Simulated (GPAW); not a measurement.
Set up this calculation in GPAW 26.7.0, as an ASE script.

| Quantity | Value |
| --- | --- |
| Task | equation of state |
| Functional | PBE |
| Potentials or basis | GPAW PAW data sets (gpaw-data 1.2.1) |
| Basis | fd |
| Grid spacing | 0.16 Å |
| k mesh | 6 × 6 × 6 |
| Occupations | fermi-dirac, width 0.05 eV |
| Spin | no spin polarisation |
| Maxiter | 150 |
| Eos scales | [0.94, 0.96, 0.98, 1.0, 1.02, 1.04, 1.06] |

The structure of CdTe lies in CdTe.cif:

```cif
data_CdTe
_cell_length_a 4.53255447
_cell_length_b 4.53255447
_cell_length_c 4.53255447
_cell_angle_alpha 60.00000000
_cell_angle_beta 60.00000000
_cell_angle_gamma 60.00000000
_space_group_name_H-M_alt 'P1'
_space_group_name_Hall 'P 1'
_space_group_IT_number 1
loop_
_space_group_symop_operation_xyz
'x,y,z'
loop_
_atom_site_label
_atom_site_type_symbol
_atom_site_symmetry_multiplicity
_atom_site_Wyckoff_symbol
_atom_site_fract_x
_atom_site_fract_y
_atom_site_fract_z
_atom_site_occupancy
Te1 Te 1 a 0.7500000000 0.7500000000 0.7500000000 1
Cd1 Cd 1 a 0.0000000000 0.0000000000 0.0000000000 1
```

The input as run:

run.py

```python
from ase.eos import EquationOfState
from ase.io import Trajectory, read
from ase.units import GPa
from gpaw import GPAW

atoms = read('CdTe.cif')

traj = Trajectory('eos.traj', 'w')
volumes, energies = [], []
for x in [0.94, 0.96, 0.98, 1.0, 1.02, 1.04, 1.06]:
    a = atoms.copy()
    a.set_cell(atoms.cell * x**(1 / 3), scale_atoms=True)
    calc = GPAW(mode='fd',
                h=0.16,
                xc='PBE',
                kpts={'size': (6, 6, 6), 'gamma': True},
                occupations={'name': 'fermi-dirac', 'width': 0.05},
                nbands=18,
                convergence={'density': 1e-05, 'energy': 1e-05},
                maxiter=150,
                txt=f'eos-{x:.2f}.txt')
    a.calc = calc
    energies.append(a.get_potential_energy(force_consistent=True))
    volumes.append(a.get_volume())
    calc.write(f'eos-{x:.2f}.gpw')
    traj.write(a)
    print(f'{x:.2f} {volumes[-1]:10.4f} A^3 {energies[-1]:14.6f} eV', flush=True)

v0, e0, B = EquationOfState(volumes, energies, eos='birchmurnaghan').fit()
print(f'V0 = {v0:.4f} A^3, E0 = {e0:.6f} eV, B0 = {B / GPa:.2f} GPa')
```

Potentials or basis: GPAW PAW data sets (gpaw-data 1.2.1), fd.

The run is started by

```console
$ OMP_NUM_THREADS=1 python run.py
```

Results of the run:

The equilibrium volume is 36.19 Å³/atom (rough: see the caveat) and the bulk modulus is 35 GPa (rough).

Caveat: the minimum lies outside the volumes run.

It took 3.5 min on 1 thread of Arm Neoverse V1, on a shared host, peak memory 0.59 GiB.
